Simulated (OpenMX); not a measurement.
# CaF2 (Fluorite): equation of state with PBE

The system is CaF2 (Fluorite).

```
Ca F
1.0
     0.00000    2.73100    2.73100
     2.73100    0.00000    2.73100
     2.73100    2.73100    0.00000
Ca F
1 2
Direct
  0.00000 0.00000 0.00000
  0.75000 0.75000 0.75000
  0.25000 0.25000 0.25000
```

```
Program                           : OpenMX 3.8.5
Task                              : equation of state
Functional                        : PBE
Potentials or basis               : OpenMX 2013 PBE set, Ca9.0-s3p2d1, F6.0-s2p2d1, fixed grid of 36 × 36 × 36 points
k mesh                            : 9 × 9 × 9
Occupations                       : fermi-dirac, width 0.05 eV
Spin                              : no spin polarisation
Mixing scheme                     : rmm-diisk
SCF threshold                     : 1e-08 Ha
Solver                            : band
Grid points, held for all volumes : 36 × 36 × 36
```

```yaml
Equilibrium_volume: 14.17 Å³/atom
Bulk_modulus: 77 GPa
Pressure_derivative_of_the_bulk_modulus: "4.6 (rough: it moves with the points fitted)"
```

Energy against volume, from the lowest point:
| volume (Å³/atom) | energy (meV/atom) |
| --- | --- |
| 12.764 | 40.65 |
| 13.036 | 25.43 |
| 13.308 | 14.19 |
| 13.579 | 6.42 |
| 13.851 | 1.81 |
| 14.122 | 0.00 |
| 14.394 | 0.78 |

Caveat: volumes in these bases differ from converged ones by about 1 %, for some elements by several; the basis of atomic orbitals isn't converged, which shifts pressures, moduli and gaps. PBE usually gives volumes a little too large and moduli too small.
